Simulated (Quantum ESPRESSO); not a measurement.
# CdSe (Cadmoselite) (P6_3mc) in Quantum ESPRESSO: a series of runs

One crystal, CdSe (Cadmoselite), is run at these levels: PBEsol, LDA; tasks: band structure, single point, equation of state.

All numbers are computed with Quantum ESPRESSO 7.5; they aren't measurements. Logs are shortened: lines on timing, memory, paths and dates and some standing lists are left out, and cuts for length are marked.

**What was measured.**

From a printed reference work, data compilation, for a bulk crystal of CdSe at 2 K: band gap 1.841 eV.

The runs below are set against these values where they give the same quantity.

## Step 1: The structure

It takes space group P6_3mc (No. 186, hexagonal). The conventional cell has a = 4.300 Å, b = 4.300 Å, c = 7.020 Å, α = 90.00°, β = 90.00°, γ = 120.00°. Cd (site symmetry 3m) is surrounded by 4 Se at 2.61 to 2.70 Å. Se (site symmetry 3m) is surrounded by 4 Cd at 2.61 to 2.70 Å.

## Step 2: Band structure, PBEsol

pw.in reads:

```
&CONTROL
  calculation = 'scf'
  prefix = 'pwscf'
  outdir = './tmp'
  pseudo_dir = './pseudo'
  tprnfor = .true.
  tstress = .true.
  disk_io = 'low'
/
&SYSTEM
  ibrav = 0
  celldm(1) = 8
  nat = 4
  ntyp = 2
  ecutwfc = 45
  ecutrho = 360
  nbnd = 26
  occupations = 'smearing'
  smearing = 'fd'
  degauss = 0.00367493
/
&ELECTRONS
  conv_thr = 8d-10
  electron_maxstep = 120
  mixing_beta = 0.5
/
ATOMIC_SPECIES
Cd   112.4140 cd_pbesol_v1.uspp.F.UPF
Se    78.9710 se_pbesol_v1.uspp.F.UPF
CELL_PARAMETERS alat
  1.0157277919864   0.0000000000000   0.0000000000000
 -0.5078638959932   0.8796460711964   0.0000000000000
  0.0000000000000   0.0000000000000   1.6582346743591
ATOMIC_POSITIONS crystal
Cd     0.6666666667    0.3333333333    0.5000000000
Cd     0.3333333333    0.6666666667    0.0000000000
Se     0.6666666667    0.3333333333    0.8850000000
Se     0.3333333333    0.6666666667    0.3850000000
K_POINTS automatic
7 7 4 0 0 0
```

bands.in reads:

```
&CONTROL
  calculation = 'bands'
  prefix = 'pwscf'
  outdir = './tmp'
  pseudo_dir = './pseudo'
  disk_io = 'low'
  verbosity = 'high'
/
&SYSTEM
  ibrav = 0
  celldm(1) = 8
  nat = 4
  ntyp = 2
  ecutwfc = 45
  ecutrho = 360
  nbnd = 26
  occupations = 'smearing'
  smearing = 'fd'
  degauss = 0.00367493
/
&ELECTRONS
  conv_thr = 1d-08
  electron_maxstep = 120
  mixing_beta = 0.5
  diago_full_acc = .true.
  startingwfc = 'random'
/
ATOMIC_SPECIES
Cd   112.4140 cd_pbesol_v1.uspp.F.UPF
Se    78.9710 se_pbesol_v1.uspp.F.UPF
CELL_PARAMETERS alat
  1.0157277919864   0.0000000000000   0.0000000000000
 -0.5078638959932   0.8796460711964   0.0000000000000
  0.0000000000000   0.0000000000000   1.6582346743591
ATOMIC_POSITIONS crystal
Cd     0.6666666667    0.3333333333    0.5000000000
Cd     0.3333333333    0.6666666667    0.0000000000
Se     0.6666666667    0.3333333333    0.8850000000
Se     0.3333333333    0.6666666667    0.3850000000
K_POINTS crystal
60
 0.0000000000  0.0000000000  0.0000000000 1
 0.0625000000  0.0000000000  0.0000000000 1
 0.1250000000  0.0000000000  0.0000000000 1
 0.1875000000  0.0000000000  0.0000000000 1
 0.2500000000  0.0000000000  0.0000000000 1
 0.3125000000  0.0000000000  0.0000000000 1
 0.3750000000  0.0000000000  0.0000000000 1
 0.4375000000  0.0000000000  0.0000000000 1
 0.5000000000  0.0000000000  0.0000000000 1
 0.4583333333  0.0833333333  0.0000000000 1
 0.4166666667  0.1666666667  0.0000000000 1
 0.3750000000  0.2500000000  0.0000000000 1
 0.3333333333  0.3333333333  0.0000000000 1
 0.2962962963  0.2962962963  0.0000000000 1
 0.2592592593  0.2592592593  0.0000000000 1
 0.2222222222  0.2222222222  0.0000000000 1
 0.1851851852  0.1851851852  0.0000000000 1
 0.1481481481  0.1481481481  0.0000000000 1
 0.1111111111  0.1111111111  0.0000000000 1
 0.0740740741  0.0740740741  0.0000000000 1
 0.0370370370  0.0370370370  0.0000000000 1
 0.0000000000  0.0000000000  0.0000000000 1
 0.0000000000  0.0000000000  0.1250000000 1
 0.0000000000  0.0000000000  0.2500000000 1
 0.0000000000  0.0000000000  0.3750000000 1
 0.0000000000  0.0000000000  0.5000000000 1
 0.0625000000  0.0000000000  0.5000000000 1
 0.1250000000  0.0000000000  0.5000000000 1
 0.1875000000  0.0000000000  0.5000000000 1
 0.2500000000  0.0000000000  0.5000000000 1
 0.3125000000  0.0000000000  0.5000000000 1
 0.3750000000  0.0000000000  0.5000000000 1
 0.4375000000  0.0000000000  0.5000000000 1
 0.5000000000  0.0000000000  0.5000000000 1
 0.4666666667  0.0666666667  0.5000000000 1
 0.4333333333  0.1333333333  0.5000000000 1
 0.4000000000  0.2000000000  0.5000000000 1
 0.3666666667  0.2666666667  0.5000000000 1
 0.3333333333  0.3333333333  0.5000000000 1
 0.3000000000  0.3000000000  0.5000000000 1
 0.2666666667  0.2666666667  0.5000000000 1
 0.2333333333  0.2333333333  0.5000000000 1
 0.2000000000  0.2000000000  0.5000000000 1
 0.1666666667  0.1666666667  0.5000000000 1
 0.1333333333  0.1333333333  0.5000000000 1
 0.1000000000  0.1000000000  0.5000000000 1
 0.0666666667  0.0666666667  0.5000000000 1
 0.0333333333  0.0333333333  0.5000000000 1
 0.0000000000  0.0000000000  0.5000000000 1
 0.5000000000  0.0000000000  0.5000000000 1
 0.5000000000  0.0000000000  0.4000000000 1
 0.5000000000  0.0000000000  0.3000000000 1
 0.5000000000  0.0000000000  0.2000000000 1
 0.5000000000  0.0000000000  0.1000000000 1
 0.5000000000  0.0000000000  0.0000000000 1
 0.3333333333  0.3333333333  0.0000000000 1
 0.3333333333  0.3333333333  0.1250000000 1
 0.3333333333  0.3333333333  0.2500000000 1
 0.3333333333  0.3333333333  0.3750000000 1
 0.3333333333  0.3333333333  0.5000000000 1
```

Potentials or basis: GBRV 1.5 PBEsol.

On the command line:

```
OMP_NUM_THREADS=1 mpirun -n 2 pw.x -nk 2 -in pw.in > pw.out
OMP_NUM_THREADS=1 mpirun -n 2 pw.x -nk 2 -in bands.in > bands.out
```

pw.out:

```text
This program is part of the open-source Quantum ESPRESSO suite
     for quantum simulation of materials; please cite
         "P. Giannozzi et al., J. Phys.:Condens. Matter 21 395502 (2009);
         "P. Giannozzi et al., J. Phys.:Condens. Matter 29 465901 (2017);
         "P. Giannozzi et al., J. Chem. Phys. 152 154105 (2020);
     in publications or presentations arising from this work. More details at

     Message from routine setup:
     using ibrav=0 with symmetry is DISCOURAGED, use correct ibrav instead

     K-points division:     npool     =       2
     Subspace diagonalization in iterative solution of the eigenvalue problem:
     a serial algorithm will be used

     G-vector sticks info
     --------------------
     sticks:   dense  smooth     PW     G-vecs:    dense   smooth      PW
     Sum        1639     823    241                87555    30927    4795

     Using Slab Decomposition

     bravais-lattice index     =            0
     lattice parameter (alat)  =       8.0000  a.u.
     unit-cell volume          =     758.5798 (a.u.)^3
     number of atoms/cell      =            4
     number of atomic types    =            2
     number of electrons       =        36.00
     number of Kohn-Sham states=           26
     kinetic-energy cutoff     =      45.0000  Ry
     charge density cutoff     =     360.0000  Ry
     scf convergence threshold =      8.0E-10
     mixing beta               =       0.5000
     number of iterations used =            8  plain     mixing
     Exchange-correlation= SLA  PW   PSX  PSC
                           (   1   4  10   8   0   0   0)

     celldm(1)=   8.000000  celldm(2)=   0.000000  celldm(3)=   0.000000
     celldm(4)=   0.000000  celldm(5)=   0.000000  celldm(6)=   0.000000

     crystal axes: (cart. coord. in units of alat)
               a(1) = (   1.015728   0.000000   0.000000 )
               a(2) = (  -0.507864   0.879646   0.000000 )
               a(3) = (   0.000000   0.000000   1.658235 )

     reciprocal axes: (cart. coord. in units 2 pi/alat)
               b(1) = (  0.984516  0.568410 -0.000000 )
               b(2) = (  0.000000  1.136821  0.000000 )
               b(3) = (  0.000000 -0.000000  0.603051 )

     PseudoPot. # 1 for Cd read from file:
     cd_pbesol_v1.uspp.F.UPF
     Pseudo is Ultrasoft + core correction, Zval = 12.0
     Generated by new atomic code, or converted to UPF format
     Using radial grid of  889 points,  6 beta functions with:
                l(1) =   0
                l(2) =   0
                l(3) =   1
                l(4) =   1
                l(5) =   2
                l(6) =   2
     Q(r) pseudized with  6 coefficients,  rinner =    1.000   1.000   1.000
                                                       1.000   1.000

     PseudoPot. # 2 for Se read from file:
     se_pbesol_v1.uspp.F.UPF
     Pseudo is Ultrasoft + core correction, Zval =  6.0
     Generated by new atomic code, or converted to UPF format
     Using radial grid of  877 points,  6 beta functions with:
                l(1) =   0
                l(2) =   0
                l(3) =   1
                l(4) =   1
                l(5) =   2
                l(6) =   2
     Q(r) pseudized with  8 coefficients,  rinner =    1.300   1.300   1.300
                                                       1.300   1.300

     atomic species   valence    mass     pseudopotential
     Cd               12.00   112.41400     Cd( 1.00)
     Se                6.00    78.97100     Se( 1.00)

     12 Sym. Ops. (no inversion) found ( 6 have fractional translation)

   Cartesian axes

     site n.     atom                  positions (alat units)
         1        Cd     tau(   1) = (   0.5078639   0.2932154   0.8291173  )
         2        Cd     tau(   2) = (  -0.0000000   0.5864307   0.0000000  )
         3        Se     tau(   3) = (   0.5078639   0.2932154   1.4675377  )
         4        Se     tau(   4) = (  -0.0000000   0.5864307   0.6384203  )

     number of k points=    24  Fermi-Dirac smearing, width (Ry)=  0.0037
                       cart. coord. in units 2pi/alat
        k(    1) = (   0.0000000   0.0000000   0.0000000), wk =   0.0102041
        k(    2) = (   0.0000000   0.0000000   0.1507627), wk =   0.0204082
        k(    3) = (   0.0000000   0.0000000  -0.3015255), wk =   0.0102041
        k(    4) = (   0.0000000   0.1624030   0.0000000), wk =   0.0612245
        k(    5) = (   0.0000000   0.1624030   0.1507627), wk =   0.1224490
        k(    6) = (   0.0000000   0.1624030  -0.3015255), wk =   0.0612245
[... 16 lines left out ...]
        k(   23) = (   0.2812902   0.4872089   0.1507627), wk =   0.1224490
        k(   24) = (   0.2812902   0.4872089  -0.3015255), wk =   0.0612245

     Dense  grid:    87555 G-vectors     FFT dimensions: (  50,  50,  90)

     Smooth grid:    30927 G-vectors     FFT dimensions: (  36,  36,  60)

     Initial potential from superposition of free atoms

     starting charge      34.9998, renormalised to      36.0000

     negative rho (up, down):  4.284E-02 0.000E+00
     Starting wfcs are   26 randomized atomic wfcs

     Self-consistent Calculation

     iteration #  1     ecut=    45.00 Ry     beta= 0.50
     Davidson diagonalization with overlap
     ethr =  1.00E-02,  avg # of iterations =  4.0

     Threshold (ethr) on eigenvalues was too large:
     Diagonalizing with lowered threshold

     Davidson diagonalization with overlap
     ethr =  5.05E-04,  avg # of iterations =  1.9

     negative rho (up, down):  4.169E-02 0.000E+00

     total energy              =    -315.68756168 Ry
     estimated scf accuracy    <       0.17983842 Ry

     iteration #  2     ecut=    45.00 Ry     beta= 0.50
     Davidson diagonalization with overlap
     ethr =  5.00E-04,  avg # of iterations =  2.0

     negative rho (up, down):  4.226E-02 0.000E+00

     total energy              =    -315.73948338 Ry
     estimated scf accuracy    <       0.01519074 Ry

     iteration #  3     ecut=    45.00 Ry     beta= 0.50
     Davidson diagonalization with overlap
     ethr =  4.22E-05,  avg # of iterations =  3.3

     negative rho (up, down):  4.265E-02 0.000E+00

     total energy              =    -315.74115018 Ry
     estimated scf accuracy    <       0.00167280 Ry

     iteration #  4     ecut=    45.00 Ry     beta= 0.50
     Davidson diagonalization with overlap
     ethr =  4.65E-06,  avg # of iterations =  4.2
[... 19 lines left out ...]
     negative rho (up, down):  4.279E-02 0.000E+00

     total energy              =    -315.74140853 Ry
     estimated scf accuracy    <       0.00000042 Ry

     iteration #  7     ecut=    45.00 Ry     beta= 0.50
     Davidson diagonalization with overlap
     ethr =  1.16E-09,  avg # of iterations =  2.9

     negative rho (up, down):  4.279E-02 0.000E+00

     total energy              =    -315.74140863 Ry
     estimated scf accuracy    <          4.7E-09 Ry

     iteration #  8     ecut=    45.00 Ry     beta= 0.50
     Davidson diagonalization with overlap
     ethr =  1.32E-11,  avg # of iterations = 10.4

     negative rho (up, down):  4.279E-02 0.000E+00

     End of self-consistent calculation

          k = 0.0000 0.0000 0.0000 (  3863 PWs)   bands (ev):

    -7.4576  -7.0785  -2.7124  -2.7124  -2.6564  -2.6564  -2.6485  -2.3472
    -2.3472  -2.2808  -2.2808  -2.0030   0.8727   4.4561   4.4561   5.1771
     5.1935   5.1935   5.7426   7.1815  10.9755  10.9755  11.2273  12.1033
    12.1033  12.7561

          k = 0.0000 0.0000 0.1508 (  3862 PWs)   bands (ev):

    -7.4021  -7.1336  -2.7063  -2.7063  -2.6667  -2.6667  -2.6085  -2.3357
    -2.3357  -2.2887  -2.2887  -2.1878   1.3897   3.9710   4.5565   4.5565
     5.0771   5.0771   6.8097   7.2858  10.7686  11.0606  11.0606  11.8264
    11.8264  12.0295

          k = 0.0000 0.0000-0.3015 (  3868 PWs)   bands (ev):

    -7.2677  -7.2677  -2.6886  -2.6886  -2.6886  -2.6886  -2.4598  -2.4598
    -2.3104  -2.3104  -2.3104  -2.3104   2.5672   2.5672   4.8089   4.8089
     4.8089   4.8089   7.4059   7.4059  10.8885  10.8885  11.3598  11.3598
    11.3598  11.3598

          k = 0.0000 0.1624 0.0000 (  3893 PWs)   bands (ev):

    -7.3926  -7.0469  -2.6858  -2.6762  -2.6277  -2.6227  -2.6141  -2.3590
    -2.3485  -2.3027  -2.2769  -1.9687   0.9975   3.5681   3.9522   4.1938
     5.0255   5.0401   6.8998   8.0151  10.4342  11.3104  11.3652  11.8622
    12.3977  12.5904

          k = 0.0000 0.1624 0.1508 (  3876 PWs)   bands (ev):
[... 118 lines left out ...]
          k = 0.2813 0.4872 0.0000 (  3865 PWs)   bands (ev):

    -7.0201  -6.9519  -2.6209  -2.5152  -2.4681  -2.4680  -2.3656  -2.3583
    -2.3422  -2.2972  -2.0086  -1.8476   1.1526   1.4266   2.2354   3.0087
     3.4998   3.7081   9.5479   9.5538  10.0200  11.4825  11.8527  12.2730
    12.5925  13.7974

          k = 0.2813 0.4872 0.1508 (  3864 PWs)   bands (ev):

    -7.0065  -6.9581  -2.5956  -2.5263  -2.4919  -2.4845  -2.3687  -2.3624
    -2.3290  -2.3118  -1.9831  -1.8695   1.0410   1.2453   2.3842   3.2587
     3.4588   3.9938   9.0831   9.5331  10.1342  11.1428  11.2754  11.9864
    13.1724  13.6685

          k = 0.2813 0.4872-0.3015 (  3844 PWs)   bands (ev):

    -6.9786  -6.9786  -2.5402  -2.5402  -2.5209  -2.5209  -2.3695  -2.3695
    -2.3218  -2.3218  -1.9247  -1.9247   1.0239   1.0239   2.7927   2.7927
     4.0782   4.0782   8.8541   8.8541  10.8475  10.8475  11.3802  11.3802
    13.1613  13.1614

     the Fermi energy is     5.5005 ev

!    total energy              =    -315.74140866 Ry
     estimated scf accuracy    <          3.4E-10 Ry
     smearing contrib. (-TS)   =      -0.00000404 Ry
     internal energy E=F+TS    =    -315.74140461 Ry

     The total energy is F=E-TS. E is the sum of the following terms:
     one-electron contribution =     -83.01633076 Ry
     hartree contribution      =      67.70837405 Ry
     xc contribution           =    -136.93958285 Ry
     ewald contribution        =    -163.49386505 Ry

     convergence has been achieved in   8 iterations

     negative rho (up, down):  4.279E-02 0.000E+00

     Forces acting on atoms (cartesian axes, Ry/au):

     atom    1 type  1   force =    -0.00000000   -0.00000000    0.01050701
     atom    2 type  1   force =     0.00000000    0.00000000    0.01050701
     atom    3 type  2   force =     0.00000000    0.00000000   -0.01050701
     atom    4 type  2   force =    -0.00000000   -0.00000000   -0.01050701

     Total force =     0.021014     Total SCF correction =     0.000040

     Computing stress (Cartesian axis) and pressure

     negative rho (up, down):  4.279E-02 0.000E+00
          total   stress  (Ry/bohr**3)                   (kbar)     P=        3.81
   0.00006838   0.00000000  -0.00000000           10.06        0.00       -0.00
   0.00000000   0.00006838  -0.00000000            0.00       10.06       -0.00
   0.00000000   0.00000000  -0.00005908            0.00        0.00       -8.69

=------------------------------------------------------------------------------=
   JOB DONE.
=------------------------------------------------------------------------------=
```

It took 2.7 min on 2 MPI ranks of Arm Neoverse V1, shared host; peak memory 0.46 GiB.

Results:

- Free energy: -4295.8807 eV
- Pressure: 0.4 GPa
- Largest force: 0.270 eV/Å
- Band gap on the k mesh: 0.55 eV, direct
- Band gap along the path: 0.55 eV, direct

Forces in eV/Å, atoms in the order of the input:
```
Cd   0.000  0.000  0.270
Cd   0.000  0.000  0.270
Se   0.000  0.000 -0.270
Se   0.000  0.000 -0.270
```

Levels at the corners of the path, in eV from the valence-band top:
| point | band 15 | band 16 | band 17 | band 18 | band 19 | band 20 | band 21 | band 22 |
| --- | --- | --- | --- | --- | --- | --- | --- | --- |
| Γ | -0.74 | -0.02 | 0.00 | 0.00 | 0.55 | 1.99 | 5.78 | 5.78 |
| M | -2.63 | -1.90 | -1.28 | -0.86 | 3.12 | 3.19 | 4.70 | 6.05 |
| K | -3.14 | -1.84 | -1.84 | -1.83 | 4.26 | 4.72 | 4.72 | 6.96 |
| Γ | -0.74 | -0.02 | 0.00 | 0.00 | 0.55 | 1.99 | 5.78 | 5.78 |
| A | -0.38 | -0.38 | -0.38 | -0.38 | 2.21 | 2.21 | 5.70 | 5.70 |
| L | -1.42 | -1.42 | -1.33 | -1.33 | 2.86 | 2.86 | 4.69 | 4.69 |
| H | -2.55 | -2.55 | -1.09 | -1.09 | 3.69 | 3.69 | 5.79 | 5.79 |
| A | -0.38 | -0.38 | -0.38 | -0.38 | 2.21 | 2.21 | 5.70 | 5.70 |
| L | -1.42 | -1.42 | -1.33 | -1.33 | 2.86 | 2.86 | 4.69 | 4.69 |
| M | -2.63 | -1.90 | -1.28 | -0.86 | 3.12 | 3.19 | 4.70 | 6.05 |
| K | -3.14 | -1.84 | -1.84 | -1.83 | 4.26 | 4.72 | 4.72 | 6.96 |
| H | -2.55 | -2.55 | -1.09 | -1.09 | 3.69 | 3.69 | 5.79 | 5.79 |

[end of part 1 of 2]
